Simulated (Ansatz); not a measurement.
# 2H-CrOS bilayer (AA) in a perpendicular field, part 3 of 3

Aim: how the 2H-CrOS bilayer (AA) screens a field along its normal, and what the field does to its bands. A positive field points along +c.

Ansatz 0.2.0; plane-wave DFT, PBE-D3(BJ), Ansatz PAW.

So far. Step 8 (Atoms held, field -0.25 V/Å): The dipole is -0.199 e·Å, -0.0942 e·Å from its value without field. Step 9 (Response, atoms held): The induced dipole is that of a conductor 9.96 Å thick.

### Step 10. Varying the input

This step: plane-wave DFT, PBE-D3(BJ), Ansatz PAW (Ansatz 0.2.0).

A run with a changed input: it repeats the earlier run at 0.03 V/Å with scf.algorithm to direct_min and scf.initial_density.chi_scale to 0.1.

input.yaml reads:

```yaml
crystal:
  lattice:
    - [2.8118341064, 0.0, 0.0]
    - [-1.4059170532, 2.4351197674, 0.0]
    - [0.0, 0.0, 26.3978238468]
  atoms:
    - { symbol: S, position: [0.3333333333, 0.6666666667, 0.3409371944] }
    - { symbol: Cr, position: [0.0, 0.0, 0.3999363891] }
    - { symbol: O, position: [0.3333333333, 0.6666666667, 0.4405668999] }
    - { symbol: S, position: [0.3333333333, 0.6666666667, 0.5595860991] }
    - { symbol: Cr, position: [0.0, 0.0, 0.6188514641] }
    - { symbol: O, position: [0.3333333333, 0.6666666667, 0.6590628056] }
kpoints:
  mp_grid: { grid: [18, 18, 1] }
  band_path:
    path: [[0, 0, 0], [0.5, 0, 0], [0.33333333, 0.33333333, 0], [0, 0, 0]]
    npoints: 16
hamiltonian:
  xc: pbe
  dispersion: d3bj
scf:
  occupations: { method: fermi_dirac, width: 0.05 }
  convergence: { dr2_threshold: 1.0e-10 }
  algorithm: direct_min
  initial_density: { chi_scale: 0.1 }
efield:
  axis: 3
  dipole_correction: true
  ramp_position: 0.97
  ramp_width: 0.06
  amplitude: 0.03
output:
  write_potential: true
  write_density: true
  volumetric_format: npy
```

Launch:

```bash
$ ansatz run input.yaml --threads 2 --pin off --max-ram 3072MiB --backend cpu --events-out ev --progress --plain --runs-dir out
```

Numbers of over 12 decimals in the logs are rounded to 6 here.

Output:

```text
[...]
Crystal: 6 atoms, lattice volume = 180.750 Å³
Basis set: ecut = 420 eV, 3569 PW (Γ)
Bands: 32, of which v1, the nominal top of the filled ones, is band 26 counted from 1 (25 counted from 0)
Symmetry: 6 space group operations
[...]
k-points: 37 of 324 (time reversal used)
[...]
SCF iter   1: F=—  HF=-9753.853278 eV  |F-HF|=—  |Δ(HF+E_count)|=         —  Δρ=3.83e-1  dr2=4.19e3  ethr=1.00e-1  p=-0.711 e·Å  D=-7.11e-1 V/Å  ΔV_dip=18.78 eV  dr2_dipole=1.85e3  V_vac-E_F(+/−)=17.93/-1.58 eV  ⟨swp⟩=6.7  Hψ=3976  notcnv=0
[...]
SCF iter   6: F=—  HF=-9697.636077 eV  |F-HF|=—  |Δ(HF+E_count)|=    1.17e1  Δρ=2.24e-2  dr2=2.12e0  ethr=1.94e-3  p=-0.133 e·Å  D=-1.33e-1 V/Å  ΔV_dip=3.51 eV  dr2_dipole=4.89e-2  V_vac-E_F(+/−)=7.18/2.95 eV  ⟨swp⟩=7.6  Hψ=5886  notcnv=0  defer=23
eigensolver tolerance schedule calibrated: the retry pair's looser diagonalisation under-reported the residual by θ = 0.53 (0.31/decade); ethr = c·dr2/N_el runs at the constant in force after the calibration composes with the one it found (an armed cap, an earlier calibration), c = 1.1e-2
SCF iter   7: F=—  HF=-9697.457445 eV  |F-HF|=—  |Δ(HF+E_count)|=   1.79e-1  Δρ=1.93e-3  dr2=4.46e-2  ethr=4.33e-4  p=-0.099 e·Å  D=-9.95e-2 V/Å  ΔV_dip=2.63 eV  dr2_dipole=1.66e-2  V_vac-E_F(+/−)=7.33/3.98 eV  ⟨swp⟩=4.8  Hψ=2759  notcnv=0  defer=8
[...]
SCF iter  15: F=-9697.454951 eV  HF=-9697.454951 eV  |F-HF|=3.64e-12  |Δ(HF+E_count)|=  1.09e-11  Δρ=7.91e-8  dr2=1.22e-11  ethr=1.00e-12  p=-0.093 e·Å  D=-9.33e-2 V/Å  ΔV_dip=2.46 eV  dr2_dipole=6.07e-15  V_vac-E_F(+/−)=7.25/4.06 eV  ⟨swp⟩=2.0  Hψ=2177  notcnv=0
the search or the solves at the SCF's close seem to have found levels that the self-consistency loop had missed (the run counts 1). By its estimate they hold under 1e-12 electrons; where the run keeps them, the occupations were computed again with them
SCF 1 converged in 15 iterations: F = -9697.454951 eV  dr2 = 1.22e-11
[...]
SCF converged after 15 iterations
Stability not checked: this state was not tested for a lower state beside it, because a direct minimisation reached the state, and no test of it is asked (direct_minimisation; see scf.lower_state_search)
Free energy (F): -9697.454951 eV
[...]
Internal energy: -9697.446276 eV  (E = F + TS)
E sigma→0 (E₀):  -9697.450614 eV
Entropy (-TS):   -0.008674 eV (-1.446 meV/atom)
Fermi energy:    1.265768 eV
Dipole field:    D = -0.093346 V/Å  (p = -0.093242 e·Å, saw-weighted, corrected)
Work function:   not extracted (applied field tilts the vacuum); planar V_es + V_field profile in the machine report
[...]
--- Band table (eV; the first three rows and the last of 37) ---
  k-point 0: bands = [... 22 lower, -0.4055, -0.4055, 0.8961, 1.3729, 2.4484, 2.4484, 2.9208, 2.9208, ... 2 higher]
  k-point 1: bands = [... 22 lower, -0.4970, -0.4508, 0.8557, 1.3259, 2.4260, 2.4696, 2.8952, 2.9423, ... 2 higher]
  k-point 2: bands = [... 22 lower, -0.7699, -0.5646, 0.7149, 1.1753, 2.3794, 2.4992, 2.8417, 2.9681, ... 2 higher]
  k-point 36: bands = [... 22 lower, -1.9102, -1.2648, -0.0894, 0.3199, 1.2311, 1.6013, 2.4598, 2.7240, ... 2 higher]
```

Run time: 92 s. Hardware: 2 threads of Intel Xeon Platinum 8488C (Sapphire Rapids), shared host; peak memory 0.69 GiB.

```tsv
quantity	this run	earlier run	difference
dipole along the normal (e·Å)	-0.09324	-0.09324	1.6e-6
```

The dipole moves by under 0.5 % or 5e-5 e·Å. The run took 15 SCF cycles against 20.

The change did no harm here.

### Step 11. The same run with other settings: efield.ramp_width = 0.04

Another changed input: it repeats the earlier run at 0.03 V/Å with efield.ramp_width from 0.06 to 0.04.

input.yaml: that of step 10 with these lines changed.

```diff
@@ -23,4 +23,2 @@
   convergence: { dr2_threshold: 1.0e-10 }
-  algorithm: direct_min
-  initial_density: { chi_scale: 0.1 }
 efield:
@@ -29,3 +27,3 @@
   ramp_position: 0.97
-  ramp_width: 0.06
+  ramp_width: 0.04
   amplitude: 0.03
```

Output:

```text
[...]
Crystal: 6 atoms, lattice volume = 180.750 Å³
Basis set: ecut = 420 eV, 3569 PW (Γ)
Bands: 32, of which v1, the nominal top of the filled ones, is band 26 counted from 1 (25 counted from 0)
Symmetry: 6 space group operations
[...]
k-points: 37 of 324 (time reversal used)
[...]
SCF iter   1: F=—  HF=-9708.473867 eV  |F-HF|=—  |Δ(HF+E_count)|=         —  Δρ=1.76e-1  dr2=6.18e1  ethr=3.10e-3  p=0.012 e·Å  D=1.20e-2 V/Å  ΔV_dip=-0.32 eV  dr2_dipole=6.15e-2  V_vac-E_F(+/−)=4.80/4.38 eV  ⟨swp⟩=10.1  Hψ=6543  notcnv=0
[...]
SCF iter  20: F=-9697.454951 eV  HF=-9697.454951 eV  |F-HF|=5.46e-11  |Δ(HF+E_count)|=  5.28e-11  Δρ=9.01e-8  dr2=2.93e-11  ethr=1.00e-12  p=-0.093 e·Å  D=-9.33e-2 V/Å  ΔV_dip=2.46 eV  dr2_dipole=2.57e-12  V_vac-E_F(+/−)=7.25/4.04 eV  ⟨swp⟩=5.2  Hψ=3552  notcnv=0
SCF 1 converged in 20 iterations: F = -9697.454951 eV  dr2 = 2.93e-11
[...]
SCF converged after 20 iterations
Free energy (F): -9697.454951 eV
[...]
Internal energy: -9697.446276 eV  (E = F + TS)
E sigma→0 (E₀):  -9697.450613 eV
Entropy (-TS):   -0.008674 eV (-1.446 meV/atom)
Fermi energy:    1.298328 eV
Dipole field:    D = -0.093349 V/Å  (p = -0.093245 e·Å, saw-weighted, corrected)
Work function:   not extracted (applied field tilts the vacuum); planar V_es + V_field profile in the machine report
[...]
--- Band table (eV; the first three rows and the last of 37) ---
  k-point 0: bands = [... 22 lower, -0.3730, -0.3730, 0.9287, 1.4055, 2.4809, 2.4809, 2.9533, 2.9533, ... 2 higher]
  k-point 1: bands = [... 22 lower, -0.4645, -0.4183, 0.8882, 1.3585, 2.4586, 2.5021, 2.9278, 2.9748, ... 2 higher]
  k-point 2: bands = [... 22 lower, -0.7374, -0.5321, 0.7474, 1.2079, 2.4120, 2.5318, 2.8743, 3.0007, ... 2 higher]
  k-point 36: bands = [... 22 lower, -1.8776, -1.2323, -0.0568, 0.3525, 1.2637, 1.6339, 2.4924, 2.7565, ... 2 higher]
```

Run time: 19 s. Hardware: 2 threads; peak memory 0.58 GiB; 37 s of CPU time.

Numbers from this step:

```
energy at zero smearing : -9697.4506 eV
dipole along the normal : -0.09325 e·Å
```

The electronic bands at the labelled points (eV, zero at the Fermi level):

```tsv
point	band 23	band 24	band 25	band 26	band 27	band 28	band 29	band 30
Γ	-1.67	-1.67	-0.37	0.11	1.18	1.18	1.66	1.66
halfway	-2.51	-2.07	-1.28	-0.82	0.57	0.96	0.99	1.42
M	-2.31	-1.85	-1.47	-1.01	0.44	0.46	0.83	0.87
halfway	-3.15	-2.53	-1.32	-0.88	0.18	0.56	0.90	1.33
K	-3.18	-2.53	-1.36	-0.95	-0.03	0.34	1.19	1.46
halfway	-2.86	-2.36	-1.33	-0.87	0.42	0.82	0.85	1.24
Γ	-1.67	-1.67	-0.37	0.11	1.18	1.18	1.66	1.66
```

```tsv
quantity	this run	earlier run	difference
dipole along the normal (e·Å)	-0.09325	-0.09324	-1.8e-6
```

The dipole moves by under 0.5 % or 5e-5 e·Å.

Of the bands kept, 2 cross the Fermi level on this path.

### Step 12. Outcome

- gap without field: none
- work function, upper face: 7.04 eV
- step between the vacuum levels: 2.76 eV
- equivalent conductor thickness, atoms held: 9.96 Å

In words: The induced dipole equals that of a perfect conductor 9.96 Å thick, while the outer atoms lie 8.40 Å apart. The two faces differ: the vacuum level above lies 2.76 eV higher than the one below. There is no gap over 0.03 eV, with or without the field. The main runs have no spin polarisation; a magnetic state could lie lower and would change these results.

[Logs are printed without paths, hosts, clocks, repeated set-up lines and the standing remarks that a program may print on its own settings, such as how far it seeks lower states.]

[Hosts, paths, dates, database ids (printed as entryN), source tags and the programs' standing remarks are cut or masked in the printed files.]

[Maps of the electrostatic potential energy from Ansatz leave out the sawtooth potential of an applied field or a dipole correction, so their vacuum need not be flat; planar profiles and work functions include it.]
